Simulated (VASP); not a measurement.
# Pt (Fm-3m) in VASP: a series of runs

One crystal, Pt, is run at these levels: PBE, LDA, PBE0; tasks: single point, relaxation of cell and atoms.

Program: VASP 6.6.1. These are calculated values, not measurements. Logs are shortened: lines on timing, memory, paths and dates and some standing lists are left out, and cuts for length are marked.

## (1) The structure

The structure is cubic, space group Fm-3m (No. 225). Conventional cell: a = 3.922 Å, b = 3.922 Å, c = 3.922 Å, α = 90.00°, β = 90.00°, γ = 90.00°. Pt (site symmetry m-3m) is surrounded by 12 Pt at 2.77 Å.

## (2) Single point, PBE

Contents of INCAR:

```
ALGO = Normal
EDIFF = 1E-7
ENCUT = 520
GGA = PE
ISIF = 2
ISMEAR = 0
LASPH = True
LCHARG = False
LREAL = False
LWAVE = False
NELM = 60
PREC = Accurate
SIGMA = 0.012
```

Contents of KPOINTS:

```
k-points
0
Gamma
  12 12 12
```

Contents of POSCAR:

```
Pt
1.0
    0.0000000000      1.9609000000      1.9609000000
    1.9609000000      0.0000000000      1.9609000000
    1.9609000000      1.9609000000      0.0000000000
Pt
1
Direct
    0.0000000000      0.0000000000      0.0000000000
```

Potentials or basis: VASP PAW PBE potentials, release 64 (Pt).

On the command line:

```sh
cat potpaw_PBE.64/Pt/POTCAR > POTCAR
mpirun -np 1 vasp_std > vasp.out
```

OUTCAR:

```text
EDIFF = 1E-7
   ENCUT = 520
   GGA = PE
   ISIF = 2
   ISMEAR = 0
   LASPH = True
   LREAL = False
   NELM = 60
   PREC = Accurate

 ion  position               nearest neighbor table
   1  0.000  0.000  0.000-

  LATTYP: Found a face centered cubic cell.
 ALAT       =     3.9218000000

  Lattice vectors:

 A1 = (   0.0000000000,   1.9609000000,   1.9609000000)
 A2 = (   1.9609000000,   0.0000000000,   1.9609000000)
 A3 = (   1.9609000000,   1.9609000000,   0.0000000000)

Analysis of symmetry for initial positions (statically):
=====================================================================
 Subroutine PRICEL returns:
 Original cell was already a primitive cell.

 Routine SETGRP: Setting up the symmetry group for a
 face centered cubic supercell.

 Subroutine GETGRP returns: Found 48 space group operations
 (whereof 48 operations were pure point group operations)
 out of a pool of 48 trial point group operations.

The static configuration has the point symmetry O_h .

Analysis of symmetry for dynamics (positions and initial velocities):
=====================================================================
 Subroutine PRICEL returns:
 Original cell was already a primitive cell.

 Routine SETGRP: Setting up the symmetry group for a
 face centered cubic supercell.

 Subroutine GETGRP returns: Found 48 space group operations
 (whereof 48 operations were pure point group operations)
 out of a pool of 48 trial point group operations.

The dynamic configuration has the point symmetry O_h .

 Subroutine INISYM returns: Found 48 space group operations
 (whereof 48 operations are pure point group operations),
 and found     1 'primitive' translations

----------------------------------------------------------------------------------------

                                     Primitive cell

  volume of cell :      15.0798

  direct lattice vectors                    reciprocal lattice vectors
     0.000000000  1.960900000  1.960900000    -0.254984956  0.254984956  0.254984956
     1.960900000  0.000000000  1.960900000     0.254984956 -0.254984956  0.254984956
     1.960900000  1.960900000  0.000000000     0.254984956  0.254984956 -0.254984956

  length of vectors
     2.773131374  2.773131374  2.773131374     0.441646899  0.441646899  0.441646899

  position of ions in fractional coordinates (direct lattice)
     0.000000000  0.000000000  0.000000000

  ion indices of the primitive-cell ions
   primitive index   ion index
                 1           1

----------------------------------------------------------------------------------------

 KPOINTS: k-points

Automatic generation of k-mesh.
 Grid dimensions read from file:
 generate k-points for:   12   12   12

 Generating k-lattice:

  Cartesian coordinates                     Fractional coordinates (reciprocal lattice)
    -0.021248746  0.021248746  0.021248746     0.083333333  0.000000000  0.000000000
     0.021248746 -0.021248746  0.021248746     0.000000000  0.083333333  0.000000000
     0.021248746  0.021248746 -0.021248746     0.000000000  0.000000000  0.083333333

  Length of vectors
     0.036803908  0.036803908  0.036803908

  Shift w.r.t. Gamma in fractional coordinates (k-lattice)
     0.000000000  0.000000000  0.000000000

 Subroutine IBZKPT returns following result:
 ===========================================

 Found     72 irreducible k-points:

 Following reciprocal coordinates:
            Coordinates               Weight
  0.000000  0.000000  0.000000      1.000000
  0.083333  0.000000  0.000000      8.000000
  0.166667  0.000000  0.000000      8.000000
  0.250000  0.000000  0.000000      8.000000
  0.333333  0.000000  0.000000      8.000000
  0.416667  0.000000  0.000000      8.000000
[... 16 lines left out ...]
  0.500000  0.166667  0.000000     24.000000
 -0.416667  0.166667  0.000000     24.000000
 [... further k-points ...]
   k-points           NKPTS =     72   k-points in BZ     NKDIM =     72   number of bands    NBANDS=      9
   number of dos      NEDOS =    301   number of ions     NIONS =      1
   total plane-waves  NPLWV =  13824
   dimension x,y,z NGX =    24 NGY =   24 NGZ =   24
   dimension x,y,z NGXF=    48 NGYF=   48 NGZF=   48
   ions per type =               1
   NGX,Y,Z   is equivalent  to a cutoff of  14.39, 14.39, 14.39 a.u.
   NGXF,Y,Z  is equivalent  to a cutoff of  28.78, 28.78, 28.78 a.u.
 SYSTEM =  unknown system
   PREC   = accura    normal or accurate (medium, high low for compatibility)
   ISTART =      0    job   : 0-new  1-cont  2-samecut
   ICHARG =      2    charge: 1-file 2-atom 10-const
   ISPIN  =      1    spin polarized calculation?
   LNONCOLLINEAR =      F non collinear calculations
   LSORBIT =      F    spin-orbit coupling
   LASPH  =      T    aspherical Exc in radial PAW
   ENCUT  =  520.0 eV  38.22 Ry    6.18 a.u.   5.16  5.16  5.16*2*pi/ulx,y,z
   NELM   =     60;   NELMIN=  2; NELMDL= -5     # of ELM steps
   EDIFF  = 0.1E-06   stopping-criterion for ELM
   LREAL  =      F    real-space projection
   EDIFFG = 0.1E-05   stopping-criterion for IOM
   NSW    =      0    number of steps for IOM
   IBRION =     -1    ionic relax: 0-MD 1-quasi-New 2-CG
   NFREE  =      0    steps in history (QN), initial steepest desc. (CG)
   ISIF   =      2    stress and relaxation
   ISYM   =      2    0-nonsym 1-usesym 2-fastsym
   POTIM  = 0.5000    time-step for ionic-motion
   TEBEG  =    0.0;   TEEND  =   0.0 temperature during run
   PSTRESS=    0.0 pullay stress
   NELECT =      10.0000    total number of electrons
   NUPDOWN=      -1.0000    fix difference up-down
   EMIN   =  10.00;   EMAX   =-10.00  energy-range for DOS
   EFERMI =   0.00;   METHOD = LEGACY
   ISMEAR =     0;   SIGMA  =   0.01  broadening in eV -4-tet -1-fermi 0-gaus
   EFERMI_NEDOS =   21; number of points for ismear=-14 and -15
   IALGO  =     38    algorithm
   IMIX   =      4    mixing-type and parameters
     AMIX     =   0.40;   BMIX     =  1.00
     AMIX_MAG =   1.60;   BMIX_MAG =  1.00
  volume/ion in A,a.u.               =      15.08       101.76
  Fermi-wavevector in a.u.,A,eV,Ry     =   1.427609  2.697791 27.729605  2.038068
  Thomas-Fermi vector in A             =   2.547760
   LORBIT       =      0    0 simple, 1 ext, 2 COOP (PROOUT), +10 PAW based schemes
   GGA     = PE    functional components
   LHFCALC =     F    Hartree Fock is set to
   AEXX    =    0.0000 exact exchange contribution
   IVDW    =     0    specifies the selected vdW correction
   LEPSILON=     F    determine dielectric tensor
   LRPA    =     F    only Hartree local field effects (RPA)
 non-spin polarized calculation
 Gauss-broadening in eV      SIGMA  =   0.01
  energy-cutoff  :      520.00
  volume of cell :       15.08
 maximum number of plane-waves:       419
 NGX is ok and might be reduce to    24
   NGX = 11   NGY = 11   NGZ = 11

 number of electron      10.0000000 magnetization

 Free energy of the ion-electron system (eV)
  ---------------------------------------------------
  ext. energy  EPLUGINS =         0.00000000
  ---------------------------------------------------
  free energy    TOTEN  =        -6.08288879 eV

  energy without entropy =       -6.08235500  energy(sigma->0) =       -6.08262189

 E-fermi :  11.2959     XC(G=0): -13.4889

 val. band max:       11.2919522457   @ k =  -0.4167   0.4167   0.1667
 cond. band min:      11.2988209154   @ k =   0.5000   0.4167   0.0833
 fundamental gap:      0.0068686698
 Fermi energy:        11.2958636065

 k-point     1 :       0.0000    0.0000    0.0000
  band No.  band energies     occupation
      1       1.0490      2.00000
      2       7.4878      2.00000
      3       7.4878      2.00000
      4       7.4878      2.00000
      5       9.6440      2.00000
      6       9.6440      2.00000
      7      25.9058      0.00000
      8      30.8717      0.00000
      9      30.8717      0.00000

 k-point     2 :       0.0833    0.0000    0.0000
  band No.  band energies     occupation
      1       1.3267      2.00000
      2       7.3669      2.00000
      3       7.5957      2.00000
      4       7.5957      2.00000
      5       9.5859      2.00000
      6       9.5859      2.00000
      7      26.3325      0.00000
      8      29.5453      0.00000
      9      31.2992      0.00000

 k-point     3 :       0.1667    0.0000    0.0000
  band No.  band energies     occupation
      1       2.0969      2.00000
      2       7.1254      2.00000
      3       7.8151      2.00000
      4       7.8151      2.00000
      5       9.5389      2.00000
      6       9.5389      2.00000
      7      27.1739      0.00000
      8      27.3348      0.00000
      9      32.4890      0.00000

 k-point     4 :       0.2500    0.0000    0.0000
  band No.  band energies     occupation
      1       3.0967      2.00000
      2       7.1355      2.00000
      3       7.8604      2.00000
      4       7.8604      2.00000
      5       9.8212      2.00000
      6       9.8212      2.00000
      7      24.5767      0.00000
      8      27.6474      0.00000
      9      33.9226      0.00000
[... 205 lines left out ...]
 k-point    22 :       0.4167    0.1667    0.0000
  band No.  band energies     occupation
      1       4.6196      2.00000
      2       6.8187      2.00000
      3       7.3546      2.00000
      4       8.3862      2.00000
      5      11.2525      2.00000
      6      11.8100      0.00000
      7      20.7246      0.00000
      8      27.2296      0.00000
      9      28.6222      0.00000

 k-point    23 :       0.5000    0.1667    0.0000
  band No.  band energies     occupation
      1       4.7046      2.00000
      2       6.8307      2.00000
      3       8.0803      2.00000
      4       8.1952      2.00000
      5      11.3803      0.00000
      6      13.7458      0.00000
      7      17.7380      0.00000
      8      26.4689      0.00000
      9      28.6974      0.00000

 k-point    24 :      -0.4167    0.1667    0.0000
  band No.  band energies     occupation
      1       4.7631      2.00000
      2       6.8446      2.00000
      3       8.1055      2.00000
      4       8.3945      2.00000
      5      10.9819      2.00000
      6      14.3050      0.00000
      7      17.3056      0.00000
      8      26.0858      0.00000
      9      28.1859      0.00000

 [... further k-points ...]

------------------------ aborting loop because EDIFF is reached ----------------------------------------

  FORCE on cell =-STRESS in cart. coord.  units (eV):
  Direction    XX          YY          ZZ          XY          YZ          ZX
  --------------------------------------------------------------------------------------
  -------------------------------------------------------------------------------------
  Total        0.9102197      0.9102197      0.9102197      0.0000000     -0.0000000     -0.0000000
  in kB       96.7075746     96.7075746     96.7075746      0.0000000     -0.0000000     -0.0000000
  external PRESSURE =      96.7075746 kB  Pullay stress =       0.0000000 kB

 VOLUME and BASIS-vectors are now :
 -----------------------------------------------------------------------------
  energy-cutoff  :      520.00
  volume of cell :       15.08
      direct lattice vectors                 reciprocal lattice vectors
     0.000000000  1.960900000  1.960900000    -0.254984956  0.254984956  0.254984956
     1.960900000  0.000000000  1.960900000     0.254984956 -0.254984956  0.254984956
     1.960900000  1.960900000  0.000000000     0.254984956  0.254984956 -0.254984956

 POSITION                                       TOTAL-FORCE (eV/Angst)
 -----------------------------------------------------------------------------------
      0.00000      0.00000      0.00000         0.000000      0.000000      0.000000
 -----------------------------------------------------------------------------------
    total drift:                               -0.000000      0.000000      0.000000

  FREE ENERGIE OF THE ION-ELECTRON SYSTEM (eV)
  ---------------------------------------------------
  free  energy   TOTEN  =        -6.0828887898 eV

  energy  without entropy=       -6.0823549999  energy(sigma->0) =       -6.08262189
```

Run time: 7.7 s. Hardware: 1 thread of AMD EPYC 9R45 (Zen 5), shared host; peak memory 0.11 GiB.

What came out:

```yaml
Free_energy: -6.0829 eV
Pressure: 9.7 GPa
Band_gap_on_the_k_mesh: none (metal or under the smearing width)
```

The run has no spin-orbit coupling, so splittings on Pt are missing.

(Continued in part 2 of 2.)
